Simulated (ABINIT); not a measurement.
A run of ABINIT 10.8.3 (patched build) is set up as follows.

run.abi

```
pp_dirpath "./"
pseudos "Ta.GGA_PBE-JTH.xml, N.GGA_PBE-JTH.xml"

acell 3*1.0
rprim
     5.8824557102     0.0000000000     0.0000000000
    -2.9412278551     5.0943560816     0.0000000000
     0.0000000000     0.0000000000     9.2026657605
ntypat 2
znucl 73 7
natom 3
typat 1 1 2
xred
     0.3333333333     0.6666666667     0.2547110000
     0.6666666667     0.3333333333     0.7452890000
     0.0000000000     0.0000000000     0.0000000000
chkprim 0
chksymtnons 0
tolsym 1.0e-6

ecut 707.496042 eV
pawecutdg 48.0
pawxcdev 0

kptopt 1
ngkpt 8 8 5
nshiftk 1
shiftk 0.0 0.0 0.0

ixc -116133

nband 20
occopt 3
tsmear 0.05 eV

nstep 100
tolvrs 1.0e-9

iomode 3
prtwf 0
prtden 0
prteig 0
prtebands 0

ionmov 2
ntime 60
tolmxf 0.0002
optcell 2
dilatmx 1.08
ecutsm 0.5
```

Potentials or basis: JTH PAW PBE v2.0.

Run with:

```bash
$ abinit run.abi > log 2>&1
```

(1) Estimate the relaxed cell.

(2) Predict the space group after relaxing (to 0.05 Å).

(3) Estimate the relaxed volume.

Answers

(1) a = 3.087 Å, b = 3.087 Å, c = 4.807 Å, α = 90.00°, β = 90.00°, γ = 120.00°.

(2) P-3m1 (No. 164).

(3) 13.23 Å³/atom.

Caveat: the PAW data sets were made with another functional, which shifts forces and pressure a little.
